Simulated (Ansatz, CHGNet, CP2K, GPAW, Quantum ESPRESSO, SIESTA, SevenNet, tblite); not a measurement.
# Priceite (P2_1/c), Ca2B5H7O13 (108 atoms): one structure in several programs

How near do other programs and methods come to a plane-wave reference for Priceite (P2_1/c), Ca2B5H7O13 (108 atoms)? A plane-wave run serves as the reference.

Program: Quantum ESPRESSO 7.5. Level of theory: Kohn-Sham DFT, PBE, SSSP efficiency 1.3.0 pseudopotentials, plane waves. Results are calculated unless marked as measured.

## (1) Starting point

The cell holds 108 atoms: 8 Ca, 20 B, 28 H and 52 O. Cell: a = 11.580 Å, b = 6.984 Å, c = 12.352 Å, α = 90.0°, β = 110.6°, γ = 90.0°. It derives from Ca2B5H7O13 (P2_1/c), repeated 1×1×1. Ca2B5H7O13, space group P2_1/c, structure from the Crystallography Open Database, 1 x 1 x 1 conventional cells; every coordinate displaced by a Gaussian of 0.02 Å; bonds to H set to neutron lengths (C-H 1.089, N-H 1.015, O-H 0.983, B-H 1.19 Å) where the listed ones are shorter. Then every atom was moved at random, 0.05 Å r.m.s. a Cartesian component (hydrogen 0.6 of that).

## (2) The reference run

Contents of pw.in:

```
&control
  calculation = 'scf'
  pseudo_dir = './pseudo'
  outdir = './tmp'
  disk_io = 'none'
  tprnfor = .true.
  tstress = .true.
/
&system
  ibrav = 0
  nat = 108
  ntyp = 4
  ecutwfc = 60
  ecutrho = 480
  nosym = .true.
  occupations = 'smearing'
  smearing = 'fd'
  degauss = 0.003675
/
&electrons
  conv_thr = 5.4e-07
  electron_maxstep = 100
  mixing_beta = 0.4
  mixing_mode = 'plain'
  diagonalization = 'david'
/
ATOMIC_SPECIES
Ca 40.078 Ca.upf
B 10.810 B.upf
H 1.008 H.upf
O 15.999 O.upf
CELL_PARAMETERS angstrom
11.58000 0.00000 0.00000
0.00000 6.98440 0.00000
-4.34050 0.00000 11.56425
ATOMIC_POSITIONS crystal
Ca 0.01303 0.75986 0.57949
Ca 0.98497 0.26496 0.92217
Ca 0.99966 0.24735 0.42570
Ca 0.01181 0.73282 0.08464
Ca 0.31514 0.24775 0.38304
Ca 0.69029 0.72827 0.12180
Ca 0.69384 0.75324 0.63076
Ca 0.31256 0.26099 0.87963
B 0.24748 0.75823 0.35303
B 0.75618 0.24757 0.14816
B 0.74710 0.25220 0.64932
B 0.24430 0.75416 0.85827
[... 92 atom lines left out ...]
O 0.32508 0.45141 0.71747
O 0.67416 0.93907 0.78490
O 0.67050 0.56352 0.28259
O 0.33149 0.06872 0.21557
K_POINTS gamma
```

Started as:

```sh
$ OMP_NUM_THREADS=1 mpirun -np 2 pw.x -in pw.in > output.txt
```

What it wrote:

```text
Program PWSCF
     gamma-point specific algorithms are used
     Parallelization info
     sticks:   dense  smooth     PW     G-vecs:    dense   smooth      PW
     Min        5518    2755    689               560416   198181   24791
     Max        5519    2756    692               560417   198186   24798
     Sum       11037    5511   1381              1120833   396367   49589
     bravais-lattice index     =            0
     lattice parameter (alat)  =      21.8830  a.u.
     unit-cell volume          =    6311.7783 (a.u.)^3
     number of atoms/cell      =          108
     number of atomic types    =            4
     number of electrons       =       480.00
     number of Kohn-Sham states=          288
     kinetic-energy cutoff     =      60.0000  Ry
[... lines left out ...]
     scf convergence threshold =      5.4E-07
[... lines left out ...]
     number of k points=     1  Fermi-Dirac smearing, width (Ry)=  0.0037
[... lines left out ...]
     total energy              =   -2931.15215320 Ry
[... lines left out ...]
     total energy              =   -2934.44521564 Ry
[... lines left out ...]
     total energy              =   -2934.45597658 Ry
[... lines left out ...]
     total energy              =   -2934.49303123 Ry
[... lines left out ...]
     total energy              =   -2934.49303640 Ry
[... lines left out ...]
   -34.5303 -34.4821 -34.2650 -33.9801 -33.7701 -33.7028 -33.5424 -33.1992
   -16.8221 -16.7702 -16.6990 -16.5639 -16.4974 -16.4025 -16.3247 -16.2215
   -16.0772 -16.0296 -15.9697 -15.9024 -15.8271 -15.8031 -15.7657 -15.7177
[...]
11.8583  11.8681  11.8958  11.9439  11.9645  12.0406  12.0778  12.1321
    12.1596  12.2254  12.2384  12.2709  12.3782  12.4109  12.4887  12.5170
     the Fermi energy is     7.0111 ev
!    total energy              =   -2934.49303693 Ry
     estimated scf accuracy    <       0.00000028 Ry
     smearing contrib. (-TS)   =       0.00000000 Ry
     internal energy E=F+TS    =   -2934.49303693 Ry
     The total energy is F=E-TS. E is the sum of the following terms:
     one-electron contribution =   -1179.83274738 Ry
     hartree contribution      =     834.84786093 Ry
     xc contribution           =    -567.55913791 Ry
     ewald contribution        =   -1527.88587913 Ry
     one-center paw contrib.   =    -494.06313344 Ry
     convergence has been achieved in  10 iterations
     Forces acting on atoms (cartesian axes, Ry/au):
     atom    1 type  1   force =    -0.01317490    0.00812670    0.00286389
     atom    2 type  1   force =     0.00356635   -0.02248326   -0.00414532
     atom    3 type  1   force =    -0.02251722   -0.02764288   -0.03578417
[...]
atom  107 type  4   force =    -0.00325422   -0.02795920   -0.01298275
     atom  108 type  4   force =    -0.01977078   -0.09369373    0.00464985
     Total force =     1.437482     Total SCF correction =     0.001100
     Computing stress (Cartesian axis) and pressure
          total   stress  (Ry/bohr**3)                   (kbar)     P=       35.35
   0.00025787  -0.00018617   0.00015458           37.93      -27.39       22.74
  -0.00018617   0.00010361  -0.00003177          -27.39       15.24       -4.67
   0.00015458  -0.00003177   0.00035947           22.74       -4.67       52.88
     Message from routine punch:
     Nothing written, as per user request (disk_io='none')
```

Elapsed: 3.9 min, on 2 MPI ranks of Arm Neoverse V1, shared host; peak memory 2.5 GiB; 7.8 min of CPU time.

Banners, paths, timers and routine set-up lines are dropped from the logs unmarked, and long logs keep their key lines alone; longer cuts are marked.

Numbers from this run:

```
r.m.s. force component                           : 2.053 eV/Å
longest force                                    : 12.41 eV/Å
pressure                                         : 3.535 GPa
gap (highest filled to lowest empty level) : 4.711 eV
```

## (3) What was run beside it

The programs:
- CHGNet: machine-learned potential, published weights.
- CP2K 2026.2: Gaussian basis with GTH pseudopotentials and a plane-wave density; labels give functional, basis (MOLOPT sets; SR short-range, UZH the newer set with its own potentials), grid cutoff/relative cutoff and solver (OT: orbital transformation; TRS4, TC2, SIGN: linear-scaling purification with its sparsity filter), or its built-in tight binding.
- GPAW 26.7.0: PAW with atomic orbitals (LCAO), plane waves or a real-space grid of spacing h.
- SIESTA 5.4.2: numerical atomic orbitals, whose automatically made sets are far from complete, with PseudoDojo norm-conserving potentials that we converted to its format (checked against plane waves on the same files for H, C, O, Si, Ge and Ca alone); labels give functional, basis size, energy shift and mesh cutoff.
- SevenNet: machine-learned potential, published weights.
- tblite 0.8.0: extended tight binding, driven from Python.

All use the same cell and atoms; the electronic-structure runs use the same k-mesh, and an electronic temperature of 580 K (0.05 eV) where levels are smeared.

Differences are against the plane-wave reference, forces as r.m.s. over components; share is that over the reference's r.m.s. force, slope the least-squares factor from reference forces to these. Total energies of different programs have different zeros and aren't compared.

```csv
run,"Δ force, r.m.s. (meV/Å)",share (%),slope,Δ pressure (GPa),Δ gap (eV),cores,CPU time,memory (GiB)
reference,-,-,-,-,-,2,7.8 min,2.5
CHGNet r2SCAN potential,380,18.5,0.882,-2.64,-,1,6.4 s,2.5
"CP2K PBE, DZVP-MOLOPT-SR, 210/50 Ry, OT DIIS (coarse)",120,5.82,1.020,2.54,0.116,2,15 min,0.69
"CP2K PBE, DZVP-MOLOPT-SR, 600/50 Ry, OT DIIS",96.3,4.69,1.022,2.05,0.126,4,18 min,2.9
"CP2K PBE, DZVP-MOLOPT-SR, 600/50 Ry, diagonalisation",96.3,4.69,1.022,2.05,0.126,4,9 min,4.5
"CP2K PBE, SZV-MOLOPT-SR, 600/50 Ry, OT DIIS (coarse)",1455,70.9,1.427,21.1,-0.443,2,9.8 min,1.5
"CP2K PBE, SZV-MOLOPT-SR, 600/50 Ry, TRS4 filter 1e-03, SCF 1e-04 (coarse)",1459,71.1,1.424,22.1,-,2,77 s,1.5
"CP2K PBE, SZV-MOLOPT-SR, 600/50 Ry, TRS4 filter 1e-06, SCF 1e-06 (coarse)",1457,71.0,1.427,21.2,-,2,1.9 min,1.5
"CP2K PBE, SZV-MOLOPT-SR, 600/50 Ry, TRS4 filter 1e-07, SCF 1e-07 (coarse)",1456,70.9,1.427,21.1,-,2,2.3 min,1.5
"GPAW PBE, LCAO dzp, h 0.18 Å",321,15.6,1.076,-,-0.0337,2,4.6 min,1.8
"GPAW PBE, LCAO sz(dzp), h 0.18 Å (coarse)",1908,92.9,1.394,-,0.0685,1,77 s,1.0
"GPAW PBE, LCAO szp(dzp), h 0.18 Å (coarse)",1038,50.6,1.187,-,0.0668,1,3.2 min,1.3
"GPAW RPBE, LCAO dzp, h 0.18 Å",313,15.3,1.079,-,0.159,2,4.6 min,1.8
"SIESTA PBE, DZ, shift 0.01 Ry, mesh 500 Ry (coarse)",497,24.2,1.082,3.69,-0.178,2,1.9 min,1.1
"SIESTA PBE, DZP, shift 0.01 Ry, mesh 500 Ry",190,9.24,1.043,1.99,-0.224,4,5 min,2.2
"SIESTA PBE, DZP, shift 0.01 Ry, mesh 700 Ry",190,9.24,1.043,2.00,-0.224,4,8.5 min,3.3
"SIESTA PBE, DZP, shift 0.04 Ry, mesh 500 Ry (coarse)",215,10.4,1.035,-7.28,-0.293,2,2.2 min,1.3
SevenNet 0 potential,112,5.47,1.019,0.663,-,1,11 s,1.3
SevenNet l3i5 potential,96.0,4.67,1.012,0.708,-,1,16 s,2.4
tblite GFN1-xTB,448,21.8,0.879,-3.08,-,1,5.9 s,0.11
```

Rows marked coarse were listed beforehand as settings not expected to be converged; some can still land near the reference.

Times of the machine-learned potentials are mostly Python's start and the loading of weights.

CPU time is summed over cores on a shared host, where runs went side by side, so it is rough. Symmetry, cutoffs, thresholds, outputs and thread counts weren't matched or tuned between programs; memory under MPI is the largest rank's times the ranks.

Mean charges by element (e), by run and scheme:

```
                                                 run     scheme     Ca      B      H      O
        CP2K PBE, DZVP-MOLOPT-SR, 600/50 Ry, OT DIIS   Mulliken  +1.14  +0.34  +0.15  -0.39
        CP2K PBE, DZVP-MOLOPT-SR, 600/50 Ry, OT DIIS  Hirshfeld  +0.40  +0.24  +0.13  -0.22
CP2K PBE, DZVP-MOLOPT-SR, 600/50 Ry, diagonalisation   Mulliken  +1.14  +0.34  +0.15  -0.39
CP2K PBE, DZVP-MOLOPT-SR, 600/50 Ry, diagonalisation  Hirshfeld  +0.40  +0.24  +0.13  -0.22
         SIESTA PBE, DZP, shift 0.01 Ry, mesh 500 Ry  Hirshfeld  +0.41  +0.18  +0.10  -0.18
         SIESTA PBE, DZP, shift 0.01 Ry, mesh 700 Ry  Hirshfeld  +0.41  +0.18  +0.10  -0.18
                                     tblite GFN1-xTB   Mulliken  +0.19  +0.64  +0.37  -0.47
```

Within one program, basis, potentials and functional, energies share a zero. Each run against its twin at the usual cutoff or grid and solver:

```csv
run,twin,Δ energy (meV/atom),"Δ force, r.m.s. (meV/Å)",CPU time over the twin's
"CP2K PBE, DZVP-MOLOPT-SR, 210/50 Ry, OT DIIS","DZVP-MOLOPT-SR, 600/50 Ry, OT DIIS",-9.53,84.7,0.83 (this twin ran on 4 cores)
"CP2K PBE, DZVP-MOLOPT-SR, 600/50 Ry, diagonalisation","DZVP-MOLOPT-SR, 600/50 Ry, OT DIIS",0.0016,0.158,0.50
"CP2K PBE, SZV-MOLOPT-SR, 600/50 Ry, TRS4 filter 1e-03, SCF 1e-04","SZV-MOLOPT-SR, 600/50 Ry, OT DIIS",40.3,47.2,0.13
"CP2K PBE, SZV-MOLOPT-SR, 600/50 Ry, TRS4 filter 1e-06, SCF 1e-06","SZV-MOLOPT-SR, 600/50 Ry, OT DIIS",0.0349,5.10,0.19
"CP2K PBE, SZV-MOLOPT-SR, 600/50 Ry, TRS4 filter 1e-07, SCF 1e-07","SZV-MOLOPT-SR, 600/50 Ry, OT DIIS",-0.0026,1.15,0.24
"SIESTA PBE, DZP, shift 0.01 Ry, mesh 700 Ry","DZP, shift 0.01 Ry, mesh 500 Ry",-0.189,1.01,1.7
```

## (4) Results

```
reference r.m.s. force component                       : 2.05 eV/Å
nearest in forces                                      : a tie at 4.7 % of 3 runs: CP2K PBE, DZVP-MOLOPT-SR, 600/50 Ry, OT DIIS; CP2K PBE, DZVP-MOLOPT-SR, 600/50 Ry, diagonalisation; SevenNet l3i5 potential
farthest in forces                                     : GPAW PBE, LCAO sz(dzp), h 0.18 Å (coarse), 93 %
cheapest electronic-structure run beside the reference : tblite GFN1-xTB, 5.9 s of CPU time
```

What this shows: The PBE runs in local orbitals, coarse settings apart, differ by 4.7 % (CP2K PBE, DZVP-MOLOPT-SR, 600/50 Ry, OT DIIS) to 16 % (GPAW PBE, LCAO dzp, h 0.18 Å); basis, grid and potentials can all enter. Tight binding differs by 22 % (tblite GFN1-xTB); it is another model, with fitted parameters of its own, and the xTB methods hold dispersion. Machine-learned potentials differ by 4.7 % (SevenNet l3i5 potential) to 18 % (CHGNet r2SCAN potential); they were trained on other programs' data, some at another functional. Rows with another functional or a dispersion term differ by 15 % (GPAW RPBE, LCAO dzp, h 0.18 Å), which mixes the change of model with differences of basis and potentials. Runs with settings chosen to be coarse differ by 5.8 % (CP2K PBE, DZVP-MOLOPT-SR, 210/50 Ry, OT DIIS) to 93 % (GPAW PBE, LCAO sz(dzp), h 0.18 Å), their programs' other errors included. Of the electronic-structure runs that take under half the reference's CPU time, SIESTA PBE, DZP, shift 0.04 Ry, mesh 500 Ry comes nearest, at 10 % in 2.2 min against 7.8 min; its pressure misses by -7.3 GPa. At the same functional, gaps differ from the reference's 4.71 eV by between -0.44 and +0.13 eV. These are spacings on the run's k-points, which needn't hold the band edges. In pressure, CP2K PBE, SZV-MOLOPT-SR, 600/50 Ry, TRS4 filter 1e-03, SCF 1e-04 misses by +22.1 GPa, at the same functional. Charges hang on model, scheme and program or settings: among these rows the mean for Ca runs from +0.19 to +1.14 e. With TRS4, tightening the sparsity filter from 1e-03 to 1e-07, and the SCF threshold with it, takes the force difference from the cubic solver from 47 to 1.1 meV/Å, and the CPU time from 0.13 to 0.24 times the cubic solver's. In the reference: filled and empty levels are parted by 4.71 eV on the run's k-points; the mesh holds the band edges only if they fold onto it, so the gap at this level can be narrower or closed, while semilocal functionals tend to narrow gaps against experiment. Periodic xTB results under one method name differ between programs and library versions. With short bonds to hydrogen, sets of potentials differ among themselves by several per cent in forces even at converged cutoffs, so the reference isn't exact here either. The reference's pressure holds the uncorrected Pulay stress of its 60 Ry basis, so small pressure differences, and their order, may be the reference's own error. Machine-learned potentials mimic data converged in k, so the reference's own k-point error enters their differences. The reference's stress is far from hydrostatic: its diagonal is 3.8, 1.5, 5.3 GPa, compression counted positive. The published positions, changed by the recipe (random displacements or longer bonds to H), lie far from the minimum at this level of theory. The reference's pressure of 3.5 GPa belongs to a cell and atoms that aren't relaxed at this level. The electronic-structure runs sample only Γ, in a cell whose shortest periodic width is 7 Å.

[Also dropped from logs without a mark: logging warnings of Python, and SIESTA's first energy breakdown and zero terms.]

[Logs are printed without paths, hosts, clocks, repeated set-up lines and the standing remarks that a program may print on its own settings, such as how far it seeks lower states.]

[Hosts, paths, dates, database ids (printed as entryN), source tags and the programs' standing remarks are cut or masked in the printed files.]
